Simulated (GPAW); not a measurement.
Runs of GPAW 26.7.0 on BaZrO3. It takes space group Pm-3m (No. 221, cubic). Conventional cell: a = 4.191 Å, b = 4.191 Å, c = 4.191 Å, α = 90.00°, β = 90.00°, γ = 90.00°. Ba (site symmetry m-3m) has 12 O at 2.96 Å as nearest neighbours. Zr (site symmetry m-3m) is surrounded by 6 O at 2.10 Å. O (site symmetry 4/mmm) has 2 Zr at 2.10 Å as nearest neighbours. 

```csv
task,level,potentials or basis,U,k mesh,cutoff (eV),smearing,band path,band points,response ecut,response k mesh,response bands,gap on the mesh (eV),pressure (GPa),V0 of scaled cells (Å³/atom),B0 (GPa)
equation of state,PBEsol,"PAW data sets generated in the run's folder for this functional, pw",-,6 × 6 × 6,800,fermi-dirac 0.05 eV,-,-,-,-,-,-,-,14.60,162
band structure,PBEsol,"PAW data sets generated in the run's folder for this functional, pw",-,6 × 6 × 6,800,fermi-dirac 0.05 eV,"GXMGRX,MR",60,-,-,-,3.11,-1.5,-,-
single point,TB-mBJ,"GPAW PAW data sets for LDA (gpaw-data 1.2.1), pw",-,6 × 6 × 6,800,fermi-dirac 0.05 eV,-,-,-,-,-,4.15,-,-,-
band structure,PBEsol+U,"PAW data sets generated in the run's folder for this functional, pw",Zr d U = 2 eV,6 × 6 × 6,800,fermi-dirac 0.05 eV,"GXMGRX,MR",100,-,-,-,3.50,0.2,-,-
band structure,PBEsol+U,"PAW data sets generated in the run's folder for this functional, pw",Zr d U = 3 eV,6 × 6 × 6,800,fermi-dirac 0.05 eV,"GXMGRX,MR",100,-,-,-,(b),1.2,-,-
equation of state,PBE,"GPAW PAW data sets (gpaw-data 1.2.1), pw",-,6 × 6 × 6,800,fermi-dirac 0.05 eV,-,-,-,-,-,-,-,15.09,(a)
dielectric tensor,LDA,"the program's PAW data sets (release 1.2.1) made for this functional, pw",-,5 × 5 × 5,600,fermi-dirac 0.001 eV,-,-,80 eV,16 × 16 × 16,60,3.20,-,-,-
```

Alike in all rows: no spin polarisation; cell as given.

Q: Estimate the missing entries.

A: (a) 150; (b) 3.70.

Caveats: spin-orbit coupling is left out, which moves the levels of the heavy elements (some runs); a model potential gives levels but no total energy (some runs); the PAW data sets were made with another functional, which shifts forces and pressure a little (some runs); the long-wavelength limit can be off by several per cent where d states take part (some runs).

A k mesh can miss the band edges, and the runs leave out spin-orbit coupling on Ba, Zr.

Not every run made on this cell is shown here.
